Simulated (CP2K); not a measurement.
Runs of CP2K 2026.2 on NbAs. Symmetry: I4_1md, No. 109, tetragonal system. Conventional cell: a = 3.452 Å, b = 3.452 Å, c = 11.680 Å, α = 90.00°, β = 90.00°, γ = 90.00°. Around Nb (site symmetry 2mm) lie 6 As at 2.60 to 2.63 Å. Around As (site symmetry 2mm) lie 6 Nb at 2.60 to 2.63 Å. 

| potentials or basis | gap on the mesh (eV) | pressure (GPa) | largest force (eV/Å) |
| --- | --- | --- | --- |
| GTH_POTENTIALS Nb GTH-PBE-q13, As GTH-PBE-q5; DZVP-MOLOPT-SR-GTH basis | none | 4.2 | 0.29 |
| GTH_POTENTIALS Nb GTH-PADE-q13, As GTH-PADE-q5; DZVP-MOLOPT-SR-GTH basis | none | -4.4 | 0.27 |
| POTENTIAL_UZH Nb GTH-SCAN-q13, As GTH-SCAN-q5; DZVP-MOLOPT-SR-GTH basis | none | 2.3 | 0.29 |
| POTENTIAL_UZH Nb GTH-PBE0-q13, As GTH-PBE0-q5; DZVP-MOLOPT-SR-GTH basis | none | (b) | 0.29 |
| GTH_POTENTIALS Nb GTH-PBE-q13, As GTH-BLYP-q5; DZVP-MOLOPT-SR-GTH basis | none | 3.7 | (a) |

Alike in all rows: task band structure; level PBE; no spin polarisation; cell as given; k mesh 8 × 8 × 8; smearing fermi-dirac 0.05 eV.

Task: Fill in the values left out.

Result: (a) 0.28; (b) 3.6.

Caveats: the basis of atomic orbitals isn't converged, which shifts pressures, moduli and gaps; the potentials were made for another functional, which shifts forces and pressure (some runs).

A k mesh can miss the band edges, and the runs leave out spin-orbit coupling on As, Nb.

A gap of «none» marks a metal or a gap under the smearing width.
